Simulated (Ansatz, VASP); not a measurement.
## Na: VASP beside Ansatz

```xyz
2
Lattice="0.0000 3.4433 3.4433 3.4433 0.0000 3.4433 3.4433 3.4433 0.0000" Properties=species:S:1:pos:R:3 pbc="T T T"
Na   -0.8608   -0.8608   -0.8608
Na    0.8608    0.8608    0.8608
```

Change from the starting cell: volume scaled by 0.78, LAPW.

Alike in both runs: task single point; functional PBEsol; k mesh 9 × 9 × 9; occupations fermi-dirac, width 0.08 eV; no spin polarisation.

|  | VASP | Ansatz |
| --- | --- | --- |
| version | VASP 6.6.1 | Ansatz 0.2.0 |
| potentials or method | VASP PAW PBE potentials, release 64 (Na_pv), cutoff 520 eV | all-electron LAPW, scalar-relativistic |

```csv
,VASP,Ansatz,Ansatz less VASP
pressure (GPa),1.2,1.2,0.00
```

Ansatz ran all-electron here, so the differences hold the error of VASP's frozen core and of both bases.

Caveats: the PAW data sets were made with another functional, which shifts forces and pressure a little (VASP).
